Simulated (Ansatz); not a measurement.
# ZrC: a single-point run

Aim: a sound single-point run of ZrC. The structure is shown as the input types it.

Program: Ansatz 0.2.0. Level of theory: DFT, PBE, all-electron LAPW, scalar-relativistic. These are calculated values, not measurements.

1 further run of the same task is left out (it didn't finish). Runs told in other sessions of the task aren't counted.

## (1) Starting point

It takes space group Fm-3m (No. 225, cubic). Conventional cell: a = 4.700 Å, b = 4.700 Å, c = 4.700 Å, α = 90.00°, β = 90.00°, γ = 90.00°. Zr (site symmetry m-3m) has 6 C at 2.35 Å in its first shell of neighbours. Around C (site symmetry m-3m) lie 6 Zr at 2.35 Å.

As a file:

```xyz
2
Lattice="0.0000 2.3502 2.3502 2.3502 0.0000 2.3502 2.3502 2.3502 0.0000" Properties=species:S:1:pos:R:3 pbc="T T T"
Zr    2.3502    2.3502    2.3502
C     0.0000    0.0000    0.0000
```

## (2) Running it

Contents of input.yaml:

```yaml
crystal:
  lattice:
    - [0.0, 2.35021, 2.35021]
    - [2.35021, 0.0, 2.35021]
    - [2.35021, 2.35021, 0.0]
  atoms:
    - { symbol: Zr, position: [0.5, 0.5, 0.5] }
    - { symbol: C, position: [0.0, 0.0, 0.0] }
kpoints:
  mp_grid: { grid: [15, 15, 15] }
scf:
  occupations: { method: fermi_dirac, width: 0.05 }
  max_iter: 75
hamiltonian:
  xc: pbe
  pseudopotentials: { kind: all_electron, lapw: { basis_error: 0.0005 } }
output:
  forces: true
  stress: true
  eigenvalues: true
basis:
  ecutwfc: 320
  ENCUT: 0.3
```

Launch:

```console
ansatz run input.yaml --threads 1 --pin off --max-ram 2048MiB --backend cpu --events-out ev --progress --plain --runs-dir out
```

What happens when this is run?

The run ended at the input check. It says: «line 23 column 3: unknown field `ENCUT`, expected one of ecutwfc, ecutrho_ratio, smooth_cutoff_half_width, xc_grid, low_memory, ...»

In the input, basis.ENCUT is 0.3. The input holds a keyword that this program doesn't have at that place; such names come from other codes or other sections.

Remedy: delete basis.ENCUT.
